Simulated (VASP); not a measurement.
Runs of VASP 6.6.1 on TiTe2. The structure is trigonal, space group P-3m1 (No. 164). The conventional cell has a = 3.777 Å, b = 3.777 Å, c = 6.498 Å, α = 90.00°, β = 90.00°, γ = 120.00°. Around Te (site symmetry 3m) lie 3 Ti at 2.77 Å. Ti (site symmetry -3m) has 6 Te at 2.77 Å as nearest neighbours. 

| task | level | potentials or basis | k mesh | cutoff (eV) | smearing | grid for exact exchange (PRECFOCK) | exchange at q = 0 | further INCAR settings | other keys | mesh quality | gap on the mesh (eV) | pressure (GPa) | largest force (eV/Å) |
| --- | --- | --- | --- | --- | --- | --- | --- | --- | --- | --- | --- | --- | --- |
| single point | PBEsol0 | VASP PAW PBE potentials, release 64 (Te, Ti_sv) | 5 × 5 × 3 | 520 | fermi-dirac 0.1 eV | Normal | truncated | ALGO = Normal; EDIFF = 1.00e-06 | - | coarse | none | -3.0 | (a) |
| single point | LDA | VASP PAW LDA potentials, release 64 (Te, Ti) | 8 × 8 × 4 | 500 | gaussian 0.05 eV | - | - | ALGO = Normal; EDIFF = 1.00e-06 | - | not flagged | none | -4.5 | 0.34 |
| band structure | PBEsol+D4 | VASP PAW PBE potentials, release 64 (Te, Ti_sv) | 8 × 8 × 4 | 520 | fermi-dirac 0.05 eV | - | - | ALGO = Fast; EDIFF = 1e-07; NBANDS = 13 | NELMIN = 8; NBANDS = 13 | not flagged | - | -3.6 | 0.11 |
| single point | LDA | VASP PAW LDA potentials, release 64 (Te, Ti) | 8 × 8 × 4 | 500 | gaussian 0.05 eV | - | - | ALGO = Normal; EDIFF = 1e-06 | - | not flagged | none | -4.5 | 0.34 |

Alike in all rows: no spin polarisation; cell as given.

Problem. Estimate the missing entries.

Solution. (a) 0.44.

Caveats: some runs use coarse meshes; the PAW data sets were made with another functional, which shifts forces and pressure a little (some runs); the bands computed are all filled at some k points, so no gap is given (some runs); spin-orbit coupling is left out, which moves the levels of the heavy elements (some runs).

A k mesh can miss the band edges, and the runs leave out spin-orbit coupling on Te.

A gap of «none» marks a metal or a gap under the smearing width.

The runs don't all hold the same shells in valence.

Runs at the PBE level aren't shown here.
